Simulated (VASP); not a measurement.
# MoSe2 (P6_3/mmc) in VASP: a series of runs, part 2 of 2

VASP 6.6.1. The steps go on from the part before.

### Step 3. Dielectric tensor, PBE+D3(BJ)

This run uses another cell than the first one, of 20.56 Å³/atom, 1.041 times its volume.

INCAR reads:

```
SYSTEM = MoSe2
  PREC = Accurate
  ENCUT = 600
  EDIFF = 1E-8
  ISMEAR = 0
  SIGMA = 0.03
  LREAL = .False.
  LASPH = .True.
  NELM = 80
  ALGO = Normal
  ISIF = 2
  LWAVE = .False.
  LCHARG = .False.
  GGA = PE
  IVDW = 12
  LEPSILON = .True.
  KPAR = 2
```

KPOINTS reads:

```
Automatic mesh
0
Gamma
  12 12 3
  0 0 0
```

POSCAR reads:

```
MoSe2                                   
1.0
    3.2975291990     -0.0000000000      0.0000000000
   -1.6487645995      2.8557440560     -0.0000000000
    0.0000000000      0.0000000000     13.0996680185
  Mo              Se            
     2     4
Direct
     0.3333333332999970    0.6666666667000030    0.2500000000000000
     0.6666666667000030    0.3333333332999970    0.7500000000000000
     0.3333333332999970    0.6666666667000030    0.6222388523504252
     0.6666666667000030    0.3333333332999970    0.1222388523504252
     0.3333333332999970    0.6666666667000030    0.8777611476495748
     0.6666666667000030    0.3333333332999970    0.3777611476495749
```

Potentials or basis: VASP PAW PBE potentials, release 64 (Mo_sv, Se).

Command:

```
$ cat potpaw_PBE.64/Mo_sv/POTCAR potpaw_PBE.64/Se/POTCAR > POTCAR
$ mpirun -np 2 vasp_std > vasp.out
```

OUTCAR:

```text
SYSTEM = MoSe2
   PREC = Accurate
   ENCUT = 600
   EDIFF = 1E-8
   ISMEAR = 0
   LREAL = .False.
   LASPH = .True.
   NELM = 80
   ISIF = 2
   GGA = PE
   IVDW = 12
   LEPSILON = .True.
 IVDW          = 12

 ion  position               nearest neighbor table
   1  0.333  0.667  0.250-   4 2.53   6 2.53   4 2.53   6 2.53   4 2.53   6 2.53
   2  0.667  0.333  0.750-   3 2.53   5 2.53   3 2.53   5 2.53   3 2.53   5 2.53
   3  0.333  0.667  0.622-   2 2.53   2 2.53   2 2.53
   4  0.667  0.333  0.122-   1 2.53   1 2.53   1 2.53
   5  0.333  0.667  0.878-   2 2.53   2 2.53   2 2.53
   6  0.667  0.333  0.378-   1 2.53   1 2.53   1 2.53

  LATTYP: Found a hexagonal cell.
 ALAT       =     3.2975291990
 C/A-ratio  =     3.9725707425

  Lattice vectors:

 A1 = (   3.2975291990,   0.0000000000,   0.0000000000)
 A2 = (  -1.6487645995,   2.8557440560,   0.0000000000)
 A3 = (   0.0000000000,   0.0000000000,  13.0996680185)

Analysis of symmetry for initial positions (statically):
=====================================================================
 Subroutine PRICEL returns:
 Original cell was already a primitive cell.

 Routine SETGRP: Setting up the symmetry group for a
 hexagonal supercell.

 Subroutine GETGRP returns: Found 24 space group operations
 (whereof 12 operations were pure point group operations)
 out of a pool of 24 trial point group operations.

The static configuration has the point symmetry D_3d.
 The point group associated with its full space group is D_6h.

Analysis of symmetry for dynamics (positions and initial velocities):
=====================================================================
 Subroutine PRICEL returns:
 Original cell was already a primitive cell.

 Routine SETGRP: Setting up the symmetry group for a
 hexagonal supercell.

 Subroutine GETGRP returns: Found 24 space group operations
 (whereof 12 operations were pure point group operations)
 out of a pool of 24 trial point group operations.

The dynamic configuration has the point symmetry D_3d.
 The point group associated with its full space group is D_6h.

 Subroutine INISYM returns: Found 24 space group operations
 (whereof 12 operations are pure point group operations),
 and found     1 'primitive' translations

----------------------------------------------------------------------------------------

                                     Primitive cell

  volume of cell :     123.3583

  direct lattice vectors                    reciprocal lattice vectors
     3.297529199  0.000000000  0.000000000     0.303257360  0.175085719  0.000000000
    -1.648764599  2.855744056  0.000000000     0.000000000  0.350171437  0.000000000
     0.000000000  0.000000000 13.099668018     0.000000000  0.000000000  0.076337812

  length of vectors
     3.297529199  3.297529199 13.099668018     0.350171437  0.350171437  0.076337812

[... 960 lines left out ...]
  Total      -1.16511    -1.16511    -1.16294     0.00000     0.00000     0.00000
  in kB     -15.13245   -15.13245   -15.10430     0.00000     0.00000     0.00000
  external pressure =      -15.12 kB  Pullay stress =        0.00 kB

 VOLUME and BASIS-vectors are now :
 -----------------------------------------------------------------------------
  energy-cutoff  :      600.00
  volume of cell :      123.36
      direct lattice vectors                 reciprocal lattice vectors
     3.297529199  0.000000000  0.000000000     0.303257360  0.175085719  0.000000000
    -1.648764599  2.855744056  0.000000000     0.000000000  0.350171437  0.000000000
     0.000000000  0.000000000 13.099668018     0.000000000  0.000000000  0.076337812

 POSITION                                       TOTAL-FORCE (eV/Angst)
 -----------------------------------------------------------------------------------
     -0.00000      1.90383      3.27492        -0.000000      0.000000      0.000000
      1.64876      0.95191      9.82475         0.000000     -0.000000      0.000000
     -0.00000      1.90383      8.15112        -0.000000     -0.000000      0.001541
      1.64876      0.95191      1.60129        -0.000000      0.000000      0.001541
     -0.00000      1.90383     11.49838        -0.000000     -0.000000     -0.001541
      1.64876      0.95191      4.94855        -0.000000      0.000000     -0.001541
 -----------------------------------------------------------------------------------
    total drift:                                0.000000     -0.000000      0.000000

  FREE ENERGIE OF THE ION-ELECTRON SYSTEM (eV)
  ---------------------------------------------------
  free  energy   TOTEN  =       -42.6616132182 eV

  energy  without entropy=      -42.6616132182  energy(sigma->0) =      -42.66161322

 HEAD OF MICROSCOPIC STATIC DIELECTRIC TENSOR (INDEPENDENT PARTICLE, excluding Hartree and local field effects)
 ------------------------------------------------------
          17.394504     0.000000    -0.000000
           0.000000    17.394504     0.000000
          -0.000000     0.000000    11.250274
 ------------------------------------------------------

 Free energy of the ion-electron system (eV)
  ---------------------------------------------------
  ---------------------------------------------------
  free energy    TOTEN  =        -5.73289565 eV

  energy without entropy =       -5.73289565

------------------------ aborting loop because EDIFF is reached ----------------------------------------

 Edisp (eV)   -2.75817

 E8    (eV) :    -1.1906
[... 7 lines left out ...]
 E8    (eV) :    -1.1906

--------------------------------------- Ionic step        3  -------------------------------------------

 Free energy of the ion-electron system (eV)
  ---------------------------------------------------
  ---------------------------------------------------
  free energy    TOTEN  =        -2.40042874 eV

  energy without entropy =       -2.40042874

------------------------ aborting loop because EDIFF is reached ----------------------------------------

 Edisp (eV)   -2.75817

 E8    (eV) :    -1.1906

 PIEZOELECTRIC TENSOR FIELD DIRECTION 3  (e Angst)
 -----------------------------------------------------------------------------
     0.00033  0.00000  0.00000           (  0.00002  0.00000  0.00000)
     0.00000  0.00033 -0.00000           (  0.00000  0.00002  0.00000)
     0.00000  0.00000 -0.00742           (  0.00000 -0.00000  0.00000)

 PIEZOELECTRIC TENSOR FIELD DIRECTION 3  (C/m^2)
 -----------------------------------------------------------------------------
     0.00004  0.00000  0.00000
     0.00000  0.00004 -0.00000
     0.00000  0.00000 -0.00096

 MACROSCOPIC STATIC DIELECTRIC TENSOR (including local field effects in DFT)
 ------------------------------------------------------
          16.624302    -0.000000     0.000000
          -0.000000    16.624302     0.000000
           0.000000     0.000000     7.585928
 ------------------------------------------------------

 PIEZOELECTRIC TENSOR (including local field effects)  for field in x, y, z        (e  Angst)
          XX          YY          ZZ          XY          YZ          ZX
  --------------------------------------------------------------------------------
  x     0.00000     0.00000     0.00000     0.00000     0.00000     0.00000
  y     0.00000     0.00000     0.00000     0.00000     0.00000     0.00000
  z     0.00000     0.00000     0.00000     0.00000     0.00000     0.00000

 PIEZOELECTRIC TENSOR (including local field effects)  for field in x, y, z        (C/m^2)
          XX          YY          ZZ          XY          YZ          ZX
  --------------------------------------------------------------------------------
  x     0.00000     0.00000     0.00000     0.00000     0.00000     0.00000
  y     0.00000     0.00000     0.00000     0.00000     0.00000     0.00000
  z     0.00000     0.00000     0.00000     0.00000     0.00000     0.00000

 BORN EFFECTIVE CHARGES (including local field effects) (in |e|, cummulative output)
 ---------------------------------------------------------------------------------
 ion    1
    1    -1.77263     0.00000     0.00000
    2     0.00000    -1.77263    -0.00000
    3     0.00000    -0.00000    -0.91622
 ion    2
    1    -1.77263     0.00000     0.00000
    2     0.00000    -1.77263    -0.00000
    3     0.00000     0.00000    -0.91622
 ion    3
    1     0.88632     0.00000     0.00000
    2     0.00000     0.88632     0.00000
    3     0.00000     0.00000     0.45811
 ion    4
    1     0.88632     0.00000     0.00000
    2     0.00000     0.88632     0.00000
    3    -0.00000    -0.00000     0.45811
 ion    5
    1     0.88632     0.00000     0.00000
    2     0.00000     0.88632     0.00000
    3     0.00000    -0.00000     0.45811
 ion    6
    1     0.88632     0.00000     0.00000
    2     0.00000     0.88632     0.00000
    3     0.00000     0.00000     0.45811
```

Wall time 13 min (2 MPI ranks of Intel Xeon 6975P-C (Granite Rapids), shared host); peak memory 0.99 GiB.

What came out:

```yaml
Band_gap_on_the_k_mesh: 0.91 eV, indirect (least direct gap 1.43 eV)
Electronic_dielectric_tensor_diagonal: 16.62, 16.62, 7.59
Born_charges_mean_of_the_diagonal: Mo -1.49; Se +0.74 e
Dispersion_energy_per_atom: -0.460 eV
```

Electronic dielectric tensor:
```
16.62  0.00  0.00
 0.00 16.62  0.00
 0.00  0.00  7.59
```

Born effective charge tensors (e):
atom 1, Mo
```
-1.77  0.00  0.00
 0.00 -1.77  0.00
 0.00  0.00 -0.92
```
atom 2, Mo
```
-1.77  0.00  0.00
 0.00 -1.77  0.00
 0.00  0.00 -0.92
```
atom 3, Se
```
0.89 0.00 0.00
0.00 0.89 0.00
0.00 0.00 0.46
```
atom 4, Se
```
0.89 0.00 0.00
0.00 0.89 0.00
0.00 0.00 0.46
```
atom 5, Se
```
0.89 0.00 0.00
0.00 0.89 0.00
0.00 0.00 0.46
```
atom 6, Se
```
0.89 0.00 0.00
0.00 0.89 0.00
0.00 0.00 0.46
```

Caveat: an odd mesh through Γ misses points on the zone boundary, where band edges often lie.
